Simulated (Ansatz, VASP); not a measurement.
Two plane-wave programs on Pb

```
Pb
1.0
     3.50305    0.00000    0.00000
    -1.75152    3.03373    0.00000
     0.00000    0.00000    5.62702
Pb
2
Direct
  0.66667 0.33333 0.75000
  0.33333 0.66667 0.25000
```

This isn't the form of Pb at room conditions, which is fcc.

Alike in both runs: task single point; functional PBE; k mesh 9 × 9 × 5; occupations fermi-dirac, width 0.05 eV; no spin polarisation.

|  | VASP | Ansatz |
| --- | --- | --- |
| version | VASP 6.6.1 | Ansatz 0.2.0 |
| potentials or method | VASP PAW PBE potentials, release 64 (Pb_d) | Ansatz PAW |
| plane-wave cutoff (eV) | 520 | 420 |
| valence electrons in the cell | 28 | 28 |

Ansatz gave:

```
gap on the k mesh at the Fermi level (eV)       : none
pressure (GPa)                                  : 3.1
largest component of the traceless stress (GPa) : 2.29
```

Q: What did VASP give for the same quantities?

A: gap on the k mesh at the Fermi level (eV): none; pressure (GPa): 3.0; largest component of the traceless stress (GPa): 2.27.

A gap of «none» marks a metal or a gap that the smearing closes.

Spin-orbit coupling is left out, which matters for the levels of Pb.
